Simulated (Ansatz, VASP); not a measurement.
# CdTe in VASP and in Ansatz

```
Cd Te
1.0
     0.00000    3.04182    3.04182
     3.04182    0.00000    3.04182
     3.04182    3.04182    0.00000
Cd Te
1 1
Cartesian
  3.0418 3.0418 3.0418
  0.0000 0.0000 0.0000
```

Alike in both runs: task single point; functional RPBE; dispersion D4; k mesh 6 × 6 × 6; occupations gaussian, width 0.05 eV; no spin polarisation.

|  | VASP | Ansatz |
| --- | --- | --- |
| version | VASP 6.6.1 | Ansatz 0.2.0 |
| potentials or method | VASP PAW PBE potentials, release 64 (Cd, Te) | scalar-relativistic, plane waves, PAW |
| plane-wave cutoff (eV) | 520 | 420 |
| valence electrons in the cell | 18 | 36 |

|  | VASP | Ansatz | Ansatz less VASP |
| --- | --- | --- | --- |
| gap on the k mesh at the Fermi level (eV) | none | none | - |
| pressure (GPa) | -1.8 | -2.0 | -0.16 |
| dispersion energy (meV/atom) | -828.1 | -828.3 | -0.20 |

A gap of «none» marks a metal or a gap that the smearing closes. The two sets of potentials don't hold the same shells in valence.

Caveats: the PAW data sets were made with another functional, which shifts forces and pressure a little (VASP); pairwise dispersion overbinds metals, which lowers pressure and volume. Spin-orbit coupling is left out, which matters for the levels of Te.
